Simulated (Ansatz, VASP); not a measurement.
# Ga2SeS (Ga2SSe monolayer) in two plane-wave programs

Aim: how closely do two programs agree when they are given the same cell, functional and k mesh? The structure shown is the start of the Ansatz relaxation below; VASP solves that cell, so the two are compared at the walk's first step.

Calculated with Ansatz 0.2.0; plane waves, with VASP 6.6.1 beside it; single point at PBE with D3(BJ).

**1. Set-up**

The cell holds 4 atoms: 1 Se, 2 Ga and 1 S. Cell: a = 3.705 Å, b = 3.705 Å, c = 39.980 Å, α = 90.0°, β = 90.0°, γ = 120.0°. Vacuum lies along c.

**2. Ansatz: relaxation, PBE with D3(BJ)**

Ansatz runs on its default PAW (the set named soft_2) files.

The two programs are compared at the cell with which this relaxation starts, whose forces are those of its first step.

File input.yaml:

```yaml
crystal:
  lattice:
    - [3.705, 0.0, 0.0]
    - [-1.8525, 3.208624121, 0.0]
    - [0.0, 0.0, 39.9796752993]
  atoms:
    - { symbol: Se, position: [0.3333333333, 0.6666666667, 0.4439755918] }
    - { symbol: Ga, position: [0.0, 0.0, 0.4738532182] }
    - { symbol: Ga, position: [0.0, 0.0, 0.5348842291] }
    - { symbol: S, position: [0.3333333333, 0.6666666667, 0.5560244082] }
  periodic: [true, true, false]
kpoints:
  mp_grid: { grid: [12, 12, 1] }
hamiltonian:
  xc: pbe
  dispersion: d3bj
scf:
  occupations: { method: fermi_dirac, width: 0.05 }
  convergence: { dr2_threshold: 1.0e-09 }
relax:
  f_tol: 0.004
  max_steps: 90
  cell: {}
output:
  write_potential: true
  write_density: true
  volumetric_format: npy
```

On the command line:

```console
$ ansatz run input.yaml --threads 2 --pin off --max-ram 3072MiB --backend cpu --events-out ev --progress --plain --runs-dir out
```

Numbers of over 12 decimals in the logs are rounded to 6 here.

The program printed:

```text
Warning: relax.cell: scf.convergence.dr2_threshold = 1e-9 eV is looser than the 1.90784173627e-10 eV advised for a relaxation that steers and ends on the stress (1e-10 eV for each atom of the cell: 4, times the square of relax.cell.stress_2d_tol = 0.05 N/m over 14.5 Å (the atoms' height at the walk's start and 5 Å past either face), 3.453e-2 GPa, over a crystal's default 0.05). What an SCF threshold leaves in a stress goes as its square root, and in the free energy as the threshold itself, and one threshold admits the most on a small cell: [figures from the program's tests cut] Set scf.convergence.dr2_threshold to 1.90784173627e-10 eV or tighter. [rest of the remark cut]
Engine: ansatz 0.2.0, aarch64-unknown-linux-gnu
Pseudopotentials: kind: paw
Pseudopotential: Se, paw, valence charge 16, recommended cutoff 420 eV (normal), Se.paw.azcp
Pseudopotential: Ga, paw, valence charge 13, recommended cutoff 420 eV (normal), Ga.paw.azcp
Pseudopotential: S, paw, valence charge 6, recommended cutoff 420 eV (normal), S.paw.azcp
Functional definition: PBE
  parameter kappa = 0.804
  parameter beta = 0.066725
  exchange = pbe_x(kappa = kappa, mu = beta*pi^2/3)
  correlation = pbe_c(beta = beta)
Crystal: 4 atoms, lattice volume = 475.276 Å³
Basis set: ecut = 420 eV, 9313 PW (Γ), exchange–correlation on 50×50×540 points (8 copies of the dense FFT grid, shifted against one another)
Bands: 29, of which v1, the nominal top of the filled ones, is band 24 counted from 1 (23 counted from 0)
Symmetry: 6 space group operations
Space group: P3m1 (ITA 156), of the structure as read, at distance tolerance 7.8e-5 Å
k-points: 19 of 144 (time reversal used)
Non-local potential: Se, projectors of the file, l = 0: 2, l = 1: 2, l = 2: 3, l = 3: 1
Non-local potential: Ga, projectors of the file, l = 0: 2, l = 1: 2, l = 2: 3, l = 3: 1
Non-local potential: S, projectors of the file, l = 0: 2, l = 1: 2, l = 2: 2
PAW form: soft (Blöchl's): semilocal exchange-correlation on the pseudo side does not see the compensation charge
PAW one-centre angular grid: Se, 590 points (default); XC on 64 Gauss nodes
PAW one-centre angular grid: Ga, 590 points (default); XC on 64 Gauss nodes
PAW one-centre angular grid: S, 110 points (default); XC on 64 Gauss nodes
Initial density: superposition of atomic densities (neutral atoms: chi_scale 0, normalization atom), corrected by the library's trained network
Initial wavefunctions: pseudopotential atomic-orbital guess
Functional: x = pbe(κ = 0.804, μ = 0.219515), c = pbe(β = 0.066725)
SCF iter   1: F=—  HF=-13940.348398 eV  |F-HF|=—  |Δ(HF+E_count)|=         —  Δρ=9.59e-4  dr2=1.85e-2  ethr=1.77e-3  ⟨swp⟩=11.4  Hψ=3468  notcnv=0
preconditioner: auto → Resta (q_TF=auto, 1.862 Å⁻¹)  ε∞=1.5  [insulator: Δε(μ)=1.584 eV  Ē_g=14.385 eV  σ=0.050 eV  W_gap=1.00  n_scr=22 (ndim 8)  ℏωp=10.5 eV  f_vac=0.792  D(μ)=0.00/eV (n_scr^D=0)  ε∞_Penn≈1.5  vacuum switching on, ρ_ref=1.5e-2 e/Å³]
SCF iter   2: F=—  HF=-13940.352443 eV  |F-HF|=—  |Δ(HF+E_count)|=   4.04e-3  Δρ=8.77e-4  dr2=4.74e-2  ethr=3.86e-5  ⟨swp⟩=3.9  Hψ=1303  notcnv=0  defer=13
SCF iter   3: F=—  HF=-13940.347017 eV  |F-HF|=—  |Δ(HF+E_count)|=   5.43e-3  Δρ=2.66e-4  dr2=1.00e-3  ethr=3.86e-5  ⟨swp⟩=3.4  Hψ=795  notcnv=0  defer=13
SCF iter   4: F=—  HF=-13940.347493 eV  |F-HF|=—  |Δ(HF+E_count)|=   4.77e-4  Δρ=1.17e-4  dr2=1.33e-4  ethr=2.08e-6  ⟨swp⟩=3.4  Hψ=1220  notcnv=0  defer=13
SCF iter   5: F=—  HF=-13940.347560 eV  |F-HF|=—  |Δ(HF+E_count)|=   6.69e-5  Δρ=4.92e-5  dr2=1.13e-5  ethr=2.78e-7  ⟨swp⟩=2.8  Hψ=1004  notcnv=0  defer=13
SCF iter   6: F=—  HF=-13940.347599 eV  |F-HF|=—  |Δ(HF+E_count)|=   3.83e-5  Δρ=1.36e-5  dr2=1.94e-6  ethr=2.35e-8  ⟨swp⟩=3.1  Hψ=1069  notcnv=0  defer=13
SCF iter   7: F=—  HF=-13940.347610 eV  |F-HF|=—  |Δ(HF+E_count)|=   1.15e-5  Δρ=4.94e-6  dr2=1.37e-7  ethr=4.05e-9  ⟨swp⟩=2.6  Hψ=864  notcnv=0  defer=12
SCF iter   8: F=—  HF=-13940.347610 eV  |F-HF|=—  |Δ(HF+E_count)|=   1.74e-7  Δρ=1.50e-6  dr2=1.09e-8  ethr=2.85e-10  ⟨swp⟩=3.2  Hψ=1154  notcnv=0  defer=12
SCF iter   9: F=—  HF=-13940.347610 eV  |F-HF|=—  |Δ(HF+E_count)|=   1.65e-8  Δρ=6.05e-7  dr2=2.00e-9  ethr=2.26e-11  ⟨swp⟩=2.7  Hψ=1143  notcnv=0  defer=12
SCF iter  10: F=-13940.347610 eV  HF=-13940.347610 eV  |F-HF|=2.38e-9  |Δ(HF+E_count)|=   3.64e-9  Δρ=1.55e-7  dr2=8.66e-11  ethr=2.08e-12  ⟨swp⟩=10.4  Hψ=4070  notcnv=0
SCF 1 converged in 10 iterations: F = -13940.347610 eV  dr2 = 8.66e-11
[...]
preconditioner: auto → Resta (q_TF=auto, 1.866 Å⁻¹)  ε∞=1.5  [insulator: Δε(μ)=2.245 eV  Ē_g=14.248 eV  σ=0.050 eV  W_gap=1.00  n_scr=22 (ndim 8)  ℏωp=10.6 eV  f_vac=0.788  D(μ)=0.00/eV (n_scr^D=0)  ε∞_Penn≈1.5  vacuum switching on, ρ_ref=1.5e-2 e/Å³]
[...]
SCF iter   3: F=—  HF=-13940.490229 eV  |F-HF|=—  |Δ(HF+E_count)|=   3.83e-8  Δρ=3.83e-6  dr2=5.34e-7  ethr=4.26e-10  ⟨swp⟩=3.4  Hψ=952  notcnv=0  recentre
SCF iter   4: F=—  HF=-13940.490229 eV  |F-HF|=—  |Δ(HF+E_count)|=   5.74e-8  Δρ=9.17e-7  dr2=1.08e-8  ethr=4.26e-10  ⟨swp⟩=2.1  Hψ=627  notcnv=0
SCF iter   5: F=-13940.490229 eV  HF=-13940.490229 eV  |F-HF|=1.12e-9  |Δ(HF+E_count)|=  2.40e-10  Δρ=4.70e-7  dr2=7.48e-10  ethr=2.08e-12  ⟨swp⟩=8.9  Hψ=4416  notcnv=0
SCF 6 converged in 5 iterations: F = -13940.490229 eV  dr2 = 7.48e-10
relax step   6: F+E_penalty+E_count = -13940.49022895 eV  Δ(F+E_penalty+E_count) = -4.588e-6 eV  max|allowed force component| = 6.073e-4 eV/Å  Δτ_max = 0.0004 Å  P = -0.001 N/m  Ω = 469.317 Å³  energy of the carried Pulay correction = +2.279e-4 eV  fix = [c, alpha, beta]  reactions: c -0.000 N/m  (5 SCF iters, accepted)
Initial wavefunctions: pseudopotential atomic-orbital guess (no wavefunctions were taken with the density)
iter 1 solved again at ethr=2.90e-7 eV; its pass at ethr=3.10e-3 eV (dr2=1.39e-4 eV) is discarded
SCF iter   1: F=—  HF=-13940.489978 eV  |F-HF|=—  |Δ(HF+E_count)|=         —  Δρ=5.82e-6  dr2=5.74e-8  ethr=2.90e-7  ⟨swp⟩=4.9  Hψ=5609  notcnv=0
eigensolver tolerance schedule: the retry pair's looser diagonalisation over-reported the residual by 2426.74 of it (diagonalisation noise at 0.29 of the residual, at the tolerance the schedule requests for it); recorded, not acted on — ethr = c·dr2/N_el stays at c = 1.0e-1
SCF iter   2: F=—  HF=-13940.490011 eV  |F-HF|=—  |Δ(HF+E_count)|=   3.30e-5  Δρ=4.85e-6  dr2=4.91e-8  ethr=1.20e-10  ⟨swp⟩=4.5  Hψ=1710  notcnv=0
SCF iter   3: F=—  HF=-13940.490011 eV  |F-HF|=—  |Δ(HF+E_count)|=   2.13e-8  Δρ=1.09e-6  dr2=5.31e-8  ethr=1.02e-10  ⟨swp⟩=2.0  Hψ=912  notcnv=0
SCF iter   4: F=—  HF=-13940.490011 eV  |F-HF|=—  |Δ(HF+E_count)|=   1.01e-9  Δρ=1.00e-6  dr2=5.91e-8  ethr=1.02e-10  ⟨swp⟩=3.4  Hψ=1033  notcnv=0
SCF iter   5: F=—  HF=-13940.490011 eV  |F-HF|=—  |Δ(HF+E_count)|=   6.22e-9  Δρ=3.39e-7  dr2=5.07e-9  ethr=1.02e-10  ⟨swp⟩=1.5  Hψ=574  notcnv=0
SCF iter   6: F=-13940.490011 eV  HF=-13940.490011 eV  |F-HF|=1.38e-10  |Δ(HF+E_count)|=  3.95e-10  Δρ=9.90e-8  dr2=1.29e-10  ethr=2.08e-12  ⟨swp⟩=12.2  Hψ=4743  notcnv=0
SCF 7 converged in 6 iterations: F = -13940.490011 eV  dr2 = 1.29e-10
relax step   7: F+E_penalty+E_count = -13940.49001100 eV  Δ(F+E_penalty+E_count) = +2.180e-4 eV  max|allowed force component| = 5.619e-4 eV/Å  Δτ_max = 0.0000 Å  P = -0.001 N/m  Ω = 469.317 Å³  fix = [c, alpha, beta]  reactions: c -0.000 N/m  stress off target by 1.08e-3 N/m on what of the cell is left free  SCF on the basis re-selected at this cell (its energy is not comparable with the rows above)  (6 SCF iters)
basis re-selected at this cell: Δ(F+E_penalty+E_count) = +2.180e-4 eV, ΔP = -0.001 N/m vs the last step (what re-selecting the basis moved, of the pressure what is left beyond the Pulay correction that the steps carried, after the strain that the cell walked since its last selection, with what the two solves' SCF thresholds leave and, on support functions, any second-order correction that the steps lacked; it is no m [...]
WARN: The output density's exchange-correlation potential varies sharply where the density is thin. Do not read a vacuum level from v_tot or v_xc, or from such a field of the output density. On a cell that repeats whose density bears no net charge and no dipole along the vacuum's axis use v_es (v_loc + v_h of the components); under efield.dipole_correction with no amplitude use v_es + v_field, which holds any externa [...]
SCF converged after 6 iterations
Free energy (F): -13940.490011 eV
Harris-Foulkes:  -13940.490011 eV  (|F-HF|=1.38e-10)
Internal energy: -13940.490011 eV  (E = F + TS)
E sigma→0 (E₀):  -13940.490011 eV
Fermi energy:    -4.852524 eV
--- Per-component energies (eV) ---
  E_band       = -1128.076545
  E_kinetic    = 455.486659
  E_local      = -146831.785484  (includes V_loc(G=0)·N_el)
  E_nonlocal   = 282.569225
  E_hartree    = 72937.521033
  E_xc         = -338.759749
  E_vxc        = -300.516285  (∫ρ·V_xc dr)
  E_paw        = -6489.526984  (= ΣΔE_a)
  E_vpaw       = -608.873206  (= ΣTr[D̂ρ^β])
  E_aug_tail   = -0.000786  (compensation charges beyond the density's cutoff)
  E_ewald      = 66044.867619
  E_disp       = -0.861543  (pairwise vdW)
  E_smearing   = -0.000000  (= −TS)
  E_closure    = -0.000000  (closes the sum)
  Σ components = -13940.490011   (vs F -13940.490011, Δ=0.00e0)
--- Forces (eV/Å), atoms counted from 1 ---
  atom   1  Se     0.00000000     0.00000000     0.00037319
  atom   2  Ga     0.00000000    -0.00000000    -0.00036626
  atom   3  Ga     0.00000000    -0.00000000     0.00055531
  atom   4  S      0.00000000     0.00000000    -0.00056179
  max |Σ_I F_I| component: 4.44e-7 eV/Å
--- 2D stress c σ (N/m, compression-positive) ---
       -0.001078       0.000000      -0.000000
       -0.000000      -0.001078      -0.000000
       -0.000000      -0.000000      -0.000000
  P = ½ c Tr σ = -0.0011 N/m
--- Band table (eV; the first three rows and the last of 19) ---
  k-point 0: bands = [... 20 lower, -7.1197, -6.1540, -6.1392, -6.1392, -3.7963, -2.6170, -0.9585, -0.9585, ... 1 higher]
  k-point 1: bands = [... 20 lower, -7.2176, -6.7429, -6.2609, -6.0725, -3.3793, -2.1885, -1.2851 (-1.2851°), -0.8255, ... 1 higher]
  k-point 2: bands = [... 20 lower, -7.7327, -7.4649, -6.5605, -6.0504, -2.8264, -2.3261, -0.9869 (-0.9869°), -0.5454, ... 1 higher]
  k-point 18: bands = [... 20 lower, -9.5127, -8.1725, -7.4809, -7.4751, -3.3652, -2.4262, -1.1831, -0.3559, ... 1 higher]
  ° read free of the cell's end (the report's vacuum.weakly_bound_levels)
--- Relaxed structure (6 steps of the walk, 6 accepted, 1 SCFs on fresh bases) ---
  F+E_penalty+E_count = -13940.49001100 eV   max|allowed force component| = 5.619e-4 eV/Å   (the final SCF, on the basis selected at the relaxed cell)
  cell:  # Å, volume = 469.3173 Å³
    - [3.681700, 0.0, 0]
    - [-1.840850, 3.188445, 0]
    - [0, 0, 39.9796752993]
  atoms:
    - { symbol: Se, position: [0.333333, 0.666667, 0.442090] }
    - { symbol: Ga, position: [-1.6683910544964951e-18, -3.700743415524895e-17, 0.472647] }
    - { symbol: Ga, position: [-1.4073903502114364e-18, -3.700743415524895e-17, 0.533867] }
    - { symbol: S, position: [0.333333, 0.666667, 0.560133] }
```

Reading the cycles: dr2 is the Hartree energy of the density residual (eV), the measure of convergence; HF is the Harris–Foulkes estimate of the energy, which meets the free energy F at convergence.

**3. VASP: single point, PBE with D3(BJ), start cell**

The same cell, functional, mesh and smearing now go to VASP, with its own data sets.

Lines of VASP's logs that name or quote its potential files are left out, and so is its time.

File INCAR:

```
SYSTEM = Ga2SeS
PREC = Accurate
ENCUT = 400
EDIFF = 1E-06
NELM = 120
ISMEAR = -1
SIGMA = 0.05
LREAL = .FALSE.
ALGO = Normal
GGA = PE
IVDW = 12
NBANDS = 25
LORBIT = 11
LWAVE = .FALSE.
LCHARG = .FALSE.
ISIF = 2
LDIPOL = .TRUE.
IDIPOL = 3
DIPOL = 0.5 0.5 0.502
LVHAR = .TRUE.
LASPH = .TRUE.
GGA_COMPAT = .FALSE.
EFERMI = MIDGAP
NELMDL = -8
```

File POSCAR:

```
Ga2SeS
1.0
    3.7050000000      0.0000000000      0.0000000000
   -1.8525000000      3.2086240000      0.0000000000
    0.0000000000      0.0000000000     39.9796750000
Se Ga S
1 2 1
Direct
    0.3333333853      0.6666667706      0.4439755951
    0.0000000000      0.0000000000      0.4738532267
    0.0000000000      0.0000000000      0.5348842381
    0.3333333853      0.6666667706      0.5560244049
```

File KPOINTS:

```
Automatic mesh
0
Gamma
12 12 1
0 0 0
```

The projector-augmented-wave data sets are Se, Ga_d and S (PBE family, release 64).

On the command line:

```console
$ mpirun -np 1 vasp_std
```

The program printed:

```text
[banner, memory and clock lines left out]
running    1 mpi-ranks, on    1 nodes
 distrk:  each k-point on    1 cores,    1 groups
 distr:  one band on    1 cores,    1 groups

 POSCAR found type information on POSCAR SeGaS
 POSCAR found :  3 types and       4 ions
 LDA part: xc-table for (Slater+PW92), standard interpolation
 POSCAR, INCAR and KPOINTS ok, starting setup
 FFT: planning ... GRIDC
 FFT: planning ... GRID_SOFT
 FFT: planning ... GRID
 WAVECAR not read
 entering main loop
       N       E                     dE             d eps       ncg     rms          rms(c)
DAV:   1     0.223238014323E+03    0.22324E+03   -0.14209E+04  1158   0.102E+03
DAV:   2     0.124807287616E+02   -0.21076E+03   -0.20650E+03  1229   0.234E+02
DAV:   3    -0.150744437974E+02   -0.27555E+02   -0.27388E+02  1340   0.905E+01
DAV:   4    -0.161294628837E+02   -0.10550E+01   -0.10525E+01  1402   0.197E+01
DAV:   5    -0.161464767956E+02   -0.17014E-01   -0.17001E-01  1380   0.229E+00
DAV:   6    -0.161468895156E+02   -0.41272E-03   -0.41264E-03  1420   0.371E-01
DAV:   7    -0.161469002637E+02   -0.10748E-04   -0.10747E-04  1380   0.585E-02
DAV:   8    -0.161469005340E+02   -0.27028E-06   -0.26994E-06  1171   0.954E-03    0.742E+00
DAV:   9    -0.157571760686E+02    0.38972E+00   -0.72706E-01  1394   0.202E+01    0.488E+00
DAV:  10    -0.157123602371E+02    0.44816E-01   -0.64592E-01  1306   0.697E+00    0.820E-01
DAV:  11    -0.157057187273E+02    0.66415E-02   -0.13874E-01  1292   0.533E+00    0.846E-01
DAV:  12    -0.157065707307E+02   -0.85200E-03   -0.10688E-02  1204   0.925E-01    0.267E-01
DAV:  13    -0.157058108103E+02    0.75992E-03   -0.28372E-03  1308   0.890E-01    0.282E-01
DAV:  14    -0.157057468940E+02    0.63916E-04   -0.15182E-03  1156   0.430E-01    0.737E-02
[...]
DAV:  19    -0.157060158124E+02   -0.12020E-03   -0.80873E-06   936   0.157E-02    0.476E-03
DAV:  20    -0.157060990271E+02   -0.83215E-04   -0.83505E-06   987   0.105E-02    0.365E-03
DAV:  21    -0.157061332598E+02   -0.34233E-04   -0.17999E-06   931   0.495E-03    0.183E-03
DAV:  22    -0.157061491095E+02   -0.15850E-04   -0.28765E-07   890   0.260E-03    0.820E-04
DAV:  23    -0.157061624821E+02   -0.13373E-04   -0.23454E-07   826   0.348E-03    0.781E-04
DAV:  24    -0.157061652869E+02   -0.28048E-05   -0.11586E-07   881   0.183E-03    0.538E-04
DAV:  25    -0.157061682869E+02   -0.30000E-05   -0.63486E-08   818   0.117E-03    0.225E-04
DAV:  26    -0.157061688678E+02   -0.58088E-06   -0.71210E-09   796   0.617E-04
   1 F= -.16575892E+02 E0= -.16575892E+02  d E =-.120274E-07
```

(Continued in part 2 of 2.)

[Lines on the potential files, build, host, timing and source positions are cut from VASP's logs without a mark.]

[Logs are printed without paths, hosts, clocks, repeated set-up lines and the standing remarks that a program may print on its own settings, such as how far it seeks lower states.]

[Hosts, paths, dates, database ids (printed as entryN), source tags and the programs' standing remarks are cut or masked in the printed files.]
